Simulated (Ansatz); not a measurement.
# I (I4/mmm) in Ansatz: convergence with basis error

Aim: find how far basis error must go before the results for I settle, at PBE. This setting moves, with any that are tied to it; all else stays.

Everything below comes from runs of Ansatz 0.2.0. Logs are shortened: lines on timing, memory, paths and dates and some standing lists are left out, and cuts for length are marked.

## (1) The structure

Symmetry: I4/mmm, No. 139, tetragonal system. Conventional cell: a = 3.235 Å, b = 3.235 Å, c = 8.530 Å, α = 90.00°, β = 90.00°, γ = 90.00°. Around I (site symmetry 4/mmm) lie 4 I at 3.23 Å.

## (2) With basis error 0.03 eV/atom

Contents of input.yaml:

```yaml
crystal:
  lattice:
    - [-1.617456, 1.617456, 4.264808]
    - [1.617456, -1.617456, 4.264808]
    - [1.617456, 1.617456, -4.264808]
  atoms:
    - { symbol: I, position: [0.0, 0.0, 0.0] }
kpoints:
  mp_grid: { grid: [11, 11, 11] }
scf:
  occupations: { method: fermi_dirac, width: 0.05 }
hamiltonian:
  xc: pbe
  pseudopotentials: { kind: all_electron, lapw: { basis_error: 0.03 } }
output:
  forces: true
  stress: true
  eigenvalues: true
```

Potentials or basis: all-electron LAPW, scalar-relativistic.

Command:

```bash
$ ansatz run input.yaml --threads 1 --pin off --max-ram 3072MiB --backend cpu --events-out ev --progress --plain --runs-dir out
```

Wall time 11 s (1 thread of Intel Xeon at 2.50GHz (Skylake/Cascade Lake), shared host); peak memory 0.24 GiB.

What came out:

```yaml
Free_energy: -193641.7767 eV
Pressure: 0.2 GPa
Band_gap_on_the_k_mesh: none (metal or under the smearing width)
```

## (3) With basis error 0.01 eV/atom

Changes to input.yaml since step 2:

```diff
@@ -13,3 +13,3 @@
   xc: pbe
-  pseudopotentials: { kind: all_electron, lapw: { basis_error: 0.03 } }
+  pseudopotentials: { kind: all_electron, lapw: { basis_error: 0.01 } }
 output:
```

Potentials or basis: all-electron LAPW, scalar-relativistic.

Command:

```bash
$ ansatz run input.yaml --threads 1 --pin off --max-ram 3072MiB --backend cpu --events-out ev --progress --plain --runs-dir out
```

Wall time 17 s (1 thread of Intel Xeon at 2.50GHz (Skylake/Cascade Lake), shared host); peak memory 0.26 GiB.

Results:

| Property | Result |
| --- | --- |
| Free energy | -193641.7838 eV |
| Pressure | 0.2 GPa |
| Band gap on the k mesh | none (metal or under the smearing width) |

## (4) With basis error 0.003 eV/atom

Changes to input.yaml since step 3:

```diff
@@ -13,3 +13,3 @@
   xc: pbe
-  pseudopotentials: { kind: all_electron, lapw: { basis_error: 0.01 } }
+  pseudopotentials: { kind: all_electron, lapw: { basis_error: 0.003 } }
 output:
```

Command:

```bash
$ ansatz run input.yaml --threads 1 --pin off --max-ram 3072MiB --backend cpu --events-out ev --progress --plain --runs-dir out
```

It took 20 s on 1 thread of Intel Xeon at 2.50GHz (Skylake/Cascade Lake), shared host; peak memory 0.29 GiB.

What came out:

- Free energy: -193641.7863 eV
- Pressure: 0.2 GPa
- Band gap on the k mesh: none (metal or under the smearing width)

## (5) With basis error 0.001 eV/atom

Changes to input.yaml since step 4:

```diff
@@ -13,3 +13,3 @@
   xc: pbe
-  pseudopotentials: { kind: all_electron, lapw: { basis_error: 0.003 } }
+  pseudopotentials: { kind: all_electron, lapw: { basis_error: 0.001 } }
 output:
```

Command:

```bash
$ ansatz run input.yaml --threads 1 --pin off --max-ram 3072MiB --backend cpu --events-out ev --progress --plain --runs-dir out
```

Wall time 24 s (1 thread of Intel Xeon at 2.50GHz (Skylake/Cascade Lake), shared host); peak memory 0.32 GiB.

Results:

```
Free energy            : -193641.7869 eV
Pressure               : 0.2 GPa
Band gap on the k mesh : none (metal or under the smearing width)
```

## (6) With basis error 0.0003 eV/atom

Changes to input.yaml since step 5:

```diff
@@ -13,3 +13,3 @@
   xc: pbe
-  pseudopotentials: { kind: all_electron, lapw: { basis_error: 0.001 } }
+  pseudopotentials: { kind: all_electron, lapw: { basis_error: 0.0003 } }
 output:
```

Potentials or basis: all-electron LAPW, scalar-relativistic.

Command:

```bash
$ ansatz run input.yaml --threads 1 --pin off --max-ram 3072MiB --backend cpu --events-out ev --progress --plain --runs-dir out
```

Wall time 27 s (1 thread of Intel Xeon at 2.50GHz (Skylake/Cascade Lake), shared host); peak memory 0.34 GiB.

Results (log left out):

| Item | Value |
| --- | --- |
| Free energy | -193641.7871 eV |
| Pressure | 0.2 GPa |
| Band gap on the k mesh | none (metal or under the smearing width) |

## (7) With basis error 0.0001 eV/atom

Changes to input.yaml since step 6:

```diff
@@ -13,3 +13,3 @@
   xc: pbe
-  pseudopotentials: { kind: all_electron, lapw: { basis_error: 0.0003 } }
+  pseudopotentials: { kind: all_electron, lapw: { basis_error: 0.0001 } }
 output:
```

Potentials or basis: all-electron LAPW, scalar-relativistic.

Command:

```bash
$ ansatz run input.yaml --threads 1 --pin off --max-ram 3072MiB --backend cpu --events-out ev --progress --plain --runs-dir out
```

The program printed:

```text
Warning: RAYON_NUM_THREADS=1 ignored (pool sized by the plan → 1); use --threads N
LAPW: plane waves up to 7.450 Å⁻¹, error target 1.0e-4 eV per atom; small_component_spin mean_spin; I in spheres of 1.617 Å, 25 of its electrons in bands, Dirac shells [] (how accurate: hamiltonian.pseudopotentials.lapw.basis_error, Limitations)
Engine: ansatz 0.2.0, x86_64-unknown-linux-gnu
Pseudopotentials: kind: all_electron
Pseudopotential: I, LAPW, valence charge 25, lapw/all_electron/scalar/gaussian/I, Koelling and Harmon's equation, gaussian nucleus
Functional definition: PBE
  parameter kappa = 0.804
  parameter beta = 0.06672455060314922
  exchange = pbe_x(kappa = kappa, mu = beta*pi^2/3)
  correlation = pbe_c(beta = beta)
Crystal: 1 atoms, lattice volume = 44.630 Å³
Basis set: ecut = 211.43618913604368 eV, 311 PW (Γ), FFT grids on a1+a3, a2+a3, a3, exchange–correlation at level 2
Bands: 17, of which v1, the nominal top of the filled ones, is band 13 counted from 1 (12 counted from 0)
Symmetry: 16 space group operations
Space group: I4/mmm (ITA 139), of the structure as read, at distance tolerance 3.5e-5 Å
k-points: 126 of 1331
Non-local potential: I, projectors of the file, none
Initial density: superposition of atomic densities (chi_scale 0.1, normalization cell)
Initial wavefunctions: plane waves of lowest kinetic energy (no species holds an atomic orbital)
Functional: x = pbe(κ = 0.804, μ = 0.2195149727645171), c = pbe(β = 0.06672455060314922)
iter 1 solved again at ethr=1.58e-4 eV; its pass at ethr=1.00e-1 eV (dr2=3.96e-2 eV) is discarded
SCF iter   1: F=—  HF=-193641.816442 eV  |F-HF|=—  |Δ(HF+E_count)|=         —  Δρ=7.53e-3  dr2=3.93e-2  ethr=1.58e-4  ⟨swp⟩=3.0  Hψ=14189  notcnv=0
preconditioner: auto → LDOS  [metal: Δε(μ)=0.012 eV  Ē_g=12.927 eV  σ=0.050 eV  W_gap=0.06  n_scr=10 (ndim 8)  ℏωp=14.7 eV  f_vac=0.275  D(μ)=0.82/eV (n_scr^D=2)  β→1.0]
SCF iter   2: F=—  HF=-193641.789120 eV  |F-HF|=—  |Δ(HF+E_count)|=   2.73e-2  Δρ=2.57e-3  dr2=4.26e-3  ethr=1.57e-4  ⟨swp⟩=3.0  Hψ=7013  notcnv=0
iter 3 solved again at ethr=7.67e-8 eV; its pass at ethr=1.70e-5 eV (dr2=1.92e-5 eV) is discarded
SCF iter   3: F=—  HF=-193641.786691 eV  |F-HF|=—  |Δ(HF+E_count)|=   2.43e-3  Δρ=2.62e-4  dr2=1.92e-5  ethr=7.67e-8  ⟨swp⟩=2.0  Hψ=10841  notcnv=0
SCF iter   4: F=—  HF=-193641.787227 eV  |F-HF|=—  |Δ(HF+E_count)|=         —  Δρ=3.11e-5  dr2=3.89e-7  ethr=7.67e-8  ⟨swp⟩=3.0  Hψ=6228  notcnv=0
the basis was enlarged: its passes take 1.1 MiB over the memory plan, 1 of 1 planned eigensolver slots
SCF iter   5: F=—  HF=-193641.787203 eV  |F-HF|=—  |Δ(HF+E_count)|=   2.37e-5  Δρ=1.26e-5  dr2=7.86e-8  ethr=1.56e-9  ⟨swp⟩=3.0  Hψ=6201  notcnv=0
SCF iter   6: F=—  HF=-193641.787200 eV  |F-HF|=—  |Δ(HF+E_count)|=   2.75e-6  Δρ=6.63e-6  dr2=1.69e-8  ethr=3.14e-10  ⟨swp⟩=3.0  Hψ=6305  notcnv=0
SCF iter   7: F=-193641.787199 eV  HF=-193641.787199 eV  |F-HF|=4.68e-8  |Δ(HF+E_count)|=   1.11e-6  Δρ=1.19e-6  dr2=5.89e-10  ethr=6.75e-11  ⟨swp⟩=3.0  Hψ=6184  notcnv=0
SCF 1 converged in 7 iterations: F = -193641.787199 eV  dr2 = 5.89e-10
SCF converged after 7 iterations
Free energy (F): -193641.787199 eV
Harris-Foulkes:  -193641.787199 eV  (|F-HF|=4.68e-8)
Internal energy: -193641.780974 eV  (E = F + TS)
E sigma→0 (E₀):  -193641.784086 eV
Entropy (-TS):   -0.006225 eV (-6.225 meV/atom)
Fermi energy:    6.379374 eV
--- Per-component energies (eV) ---
  E_band       = -1415.485730
  E_kinetic    = 204943.818871
  E_xc         = -4939.619462
  E_electrostatic = -393645.980383  (all electrons and nuclei)
  E_smearing   = -0.006225  (= −TS)
  E_closure    = 0.000000  (closes the sum)
  E_atoms      = -193640.378522  (free atoms, spherical and without spin; not in F)
  Σ components = -193641.787199   (vs F -193641.787199, Δ=0.00e0)
  Basis errors (estimates in eV, not in F): energy 6.6e-5 per atom: plane waves 6.3e-5 (5.1e-5 summed), levels above the bands 2.1e-95, relativity 1.5e-8, radial functions 3.7e-6, core shells 2.8e-11; eigenvalues (radial functions only) 3.6e-6; not estimated: angular momenta, meshes, grids; target (lapw.basis_error) 1.0e-4; muffin-tin radii I 1.617 Å
--- Forces (eV/Å), atoms counted from 1 ---
  atom   1  I      0.00000000     0.00000000    -0.00000000
  max |Σ_I F_I| component: 5.92e-31 eV/Å
--- Stress (GPa, compression-positive) ---
        0.150159       0.000000       0.000000
        0.000000       0.150159       0.000000
        0.000000       0.000000       0.154184
  P = ⅓ Tr σ = 0.1515 GPa (1.515 kbar)
--- Band table (eV; the first three rows and the last of 126) ---
  k-point 0: bands = ["-169.0531", "-116.1144", "-116.1144", "-115.8997", "-38.9621", "-38.9420", "-38.7654", "-38.7654", "-38.7152", "-7.4129", "4.0258", "7.1606", "7.1606", "10.5528", "13.7703", "14.3661", "18.7754"]
  k-point 1: bands = ["-169.0531", "-116.1144", "-116.1144", "-115.8997", "-38.9591", "-38.9429", "-38.7658", "-38.7658", "-38.7140", "-7.2514", "4.1597", "6.4647", "6.4649", "10.8379", "14.8537", "15.3647", "16.8186"]
  k-point 2: bands = ["-169.0531", "-116.1145", "-116.1145", "-115.8997", "-38.9509", "-38.9455", "-38.7670", "-38.7670", "-38.7110", "-6.7886", "4.5270", "5.1398", "5.1403", "11.5447", "15.2817", "15.5274", "16.8445"]
  k-point 125: bands = ["-169.0531", "-116.1144", "-116.1144", "-115.8997", "-38.9606", "-38.9425", "-38.7658", "-38.7653", "-38.7145", "-7.2124", "2.7316", "6.2883", "7.1223", "13.7004", "14.6277", "15.4591", "18.9392"]
```

Wall time 34 s (1 thread of Intel Xeon at 2.50GHz (Skylake/Cascade Lake), shared host); peak memory 0.39 GiB.

What came out:

```
Free energy            : -193641.7872 eV
Pressure               : 0.2 GPa
Band gap on the k mesh : none (metal or under the smearing width)
```

## (8) Result

```csv
basis error,"energy less the tightest run, at zero smearing (meV/atom)",pressure (GPa),SCF cycles,CPU time (s),peak memory (GiB)
0.03 eV/atom,10.52,0.23,5,11,0.24
0.01 eV/atom,3.39,0.18,8,16,0.26
0.003 eV/atom,0.94,0.16,7,19,0.29
0.001 eV/atom,0.30,0.15,7,23,0.32
0.0003 eV/atom,0.06,0.15,7,27,0.34
0.0001 eV/atom,0.00,0.15,7,33,0.39
```

Against the tightest run, the energy stays within 1 meV/atom from 0.003 eV/atom on; the pressure stays within 0.1 GPa from 0.03 eV/atom on. The tightest run that finished is the yardstick and may itself not be fully converged.

Caveats: an odd number of electrons without spin polarisation forces a metal; a magnetic or distorted state may lie lower.
